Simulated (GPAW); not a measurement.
GaAs:

```
CELL_PARAMETERS angstrom
0.00000 2.82685 2.82685
2.82685 0.00000 2.82685
2.82685 2.82685 0.00000
ATOMIC_POSITIONS crystal
As 0.25000 0.25000 0.25000
Ga 0.00000 0.00000 0.00000
```

Base run:

- Program: GPAW 26.7.0
- Functional: mBEEF
- Potentials or basis: GPAW PAW data sets (gpaw-data 1.2.1)
- Cutoff: 600 eV
- Basis: pw
- k mesh: 8 × 8 × 8
- Occupations: fermi-dirac, width 0.05 eV
- Spin: spin-orbit coupling, no magnetisation

Its results: band gap on the k mesh 0.88 eV, direct; pressure 1.3 GPa.

**Question.** The run is repeated on the same cell with these changes: functional from mBEEF to revTPSS; spin axis theta (degrees) from 0 to 90. What comes out?

**Answer.** Band gap on the k mesh 0.64 eV, direct; pressure 1.9 GPa.

Caveats: spin-orbit coupling was added after a scalar SCF, so levels and gaps hold it while energy, forces, pressure and moments don't; this program's spin-orbit splittings come out too wide for heavy elements; the PAW data sets were made with another functional, which shifts forces and pressure a little.

Not every run made on this cell is shown here.
